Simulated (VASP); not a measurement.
Write the native input for VASP 6.6.1 that does the following.

```
Task                   : band structure
Functional             : PBEsol
Potentials or basis    : VASP PAW PBE potentials, release 64 (Ga_d, N)
Cutoff                 : 520 eV
k mesh                 : 3 × 3 × 2
Occupations            : gaussian, width 0.02 eV
Spin                   : no spin polarisation
Further INCAR settings : ALGO = Fast; EDIFF = 1e-07; NBANDS = 26
```

The structure of GaN lies in POSCAR:

```
GaN                                     
1.0
    3.1886058654      0.0000000000      0.0000000000
   -1.5943029376      2.7614136726     -0.0000000000
    0.0000000000      0.0000000000      5.1590822521
  Ga              N             
     2     2
Direct
     0.6666666699999979    0.3333333300000021    0.5012509846781812
     0.3333333300000021    0.6666666699999979    0.0012509846781811
     0.6666666699999979    0.3333333300000021    0.8787490153218214
     0.3333333300000021    0.6666666699999979    0.3787490153218214
```

The cell is a database's computed one.

One way to write it, as run:

INCAR

```
PREC     = Accurate       # precision mode
ENCUT    = 520            # plane-wave cutoff, eV
EDIFF    = 1E-7           # SCF threshold, eV
ISMEAR   = 0              # smearing method
SIGMA    = 0.02           # smearing width, eV
LREAL    = False          # projectors in reciprocal space
LASPH    = True           # aspherical terms in the spheres
NELM     = 60             # most SCF steps
ALGO     = Fast           # electronic algorithm
ISIF     = 2              # what is computed and relaxed
LWAVE    = False          # write WAVECAR
LCHARG   = False          # write CHGCAR
GGA      = PS             # functional
NBANDS   = 26             # bands
```

KPOINTS

```
regular mesh
0
Gamma
  3 3 2
```

KPOINTS_OPT

```
path GMKGALHA,LM,KH
10
line-mode
reciprocal
 0.0000000000  0.0000000000  0.0000000000  G
 0.5000000000  0.0000000000  0.0000000000  M

 0.5000000000  0.0000000000  0.0000000000  M
 0.3333333333  0.3333333333  0.0000000000  K

 0.3333333333  0.3333333333  0.0000000000  K
 0.0000000000  0.0000000000  0.0000000000  G

 0.0000000000  0.0000000000  0.0000000000  G
 0.0000000000  0.0000000000  0.5000000000  A

 0.0000000000  0.0000000000  0.5000000000  A
 0.5000000000  0.0000000000  0.5000000000  L

 0.5000000000  0.0000000000  0.5000000000  L
 0.3333333333  0.3333333333  0.5000000000  H

 0.3333333333  0.3333333333  0.5000000000  H
 0.0000000000  0.0000000000  0.5000000000  A

 0.5000000000  0.0000000000  0.5000000000  L
 0.5000000000  0.0000000000  0.0000000000  M

 0.3333333333  0.3333333333  0.0000000000  K
 0.3333333333  0.3333333333  0.5000000000  H
```

Potentials or basis: VASP PAW PBE potentials, release 64 (Ga_d, N).

The run is started by

```console
$ cat potpaw_PBE.64/Ga_d/POTCAR potpaw_PBE.64/N/POTCAR > POTCAR
$ mpirun -np 1 vasp_std > vasp.out
```

It gave:

* Pressure: 0.2 GPa
* Largest force: 0.004 eV/Å
* Band gap on the k mesh: 1.89 eV, direct
* Band gap along the path: 1.89 eV, direct

Caveat: the k mesh is coarse (spacing up to 0.76 Å⁻¹), so the values aren't converged; the PAW data sets were made with another functional, which shifts forces and pressure a little.

Run time: 22 s on 1 thread of Intel(R) Xeon(R) 6975P-C (Granite Rapids), on a shared host, peak memory 0.16 GiB.
